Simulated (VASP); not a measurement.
The system is P.

```
P
1.0
     1.64774   -5.46504    0.00000
     1.64774    5.46504    0.00000
     0.00000    0.00000    4.54364
P
4
Direct
  0.90414 0.09586 0.58882
  0.09586 0.90414 0.41118
  0.59586 0.40414 0.08882
  0.40414 0.59586 0.91118
```

Base run:

- Program: VASP 6.6.1
- Functional: r2SCAN
- Potentials or basis: VASP PAW PBE potentials, release 64 (P)
- Cutoff: 520 eV
- k mesh: 8 × 8 × 6
- Occupations: gaussian, width 0.02 eV
- Spin: no spin polarisation

Its results: band gap on the k mesh 0.26 eV, direct.

**Question.** The run is repeated on the same cell with these changes: functional from r2SCAN to TB-mBJ. What comes out?

**Answer.** Band gap on the k mesh 0.64 eV, direct.

Not every run made on this cell is shown here.
